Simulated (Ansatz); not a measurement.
Crystal: Lu.

```
CELL_PARAMETERS angstrom
3.50310 0.00000 0.00000
-1.75155 3.03377 0.00000
0.00000 0.00000 5.55090
ATOMIC_POSITIONS crystal
Lu 0.66667 0.33333 0.75000
Lu 0.33333 0.66667 0.25000
```

| Quantity | Value |
| --- | --- |
| Program | Ansatz 0.2.0 |
| Task | single point |
| Functional | PBE |
| Potentials or basis | Ansatz PAW |
| Cutoff | 420 eV (not typed: the program's choice for these potentials) |
| k mesh | 9 × 9 × 5 |
| Occupations | fermi-dirac, width 0.05 eV |
| Spin | no spin polarisation |

On this cell: pressure -0.5 GPa; largest force under 0.003 eV/Å; band gap on the k mesh none (metal or under the smearing width).

The same run follows on a disturbed copy (atoms moved at random, drawn with an rms of 0.05 Å):

```
Lu
1.0
     3.50310    0.00000    0.00000
    -1.75155    3.03377    0.00000
     0.00000    0.00000    5.55090
Lu
2
Direct
  0.66872 0.33408 0.75221
  0.33215 0.65927 0.24887
```

What does the disturbed cell give?

The energy (extrapolated to zero smearing) moves by +0.5 meV/atom; pressure -0.5 GPa; largest force 0.084 eV/Å; band gap on the k mesh none (metal or under the smearing width).

Forces in eV/Å, atoms in the order of the input:
```
Lu   0.004 -0.031 -0.077
Lu  -0.004  0.031  0.077
```

Stress tensor (GPa, compression positive):
```
-0.13 -0.01  0.00
-0.01 -0.26  0.01
 0.00  0.01 -1.15
```
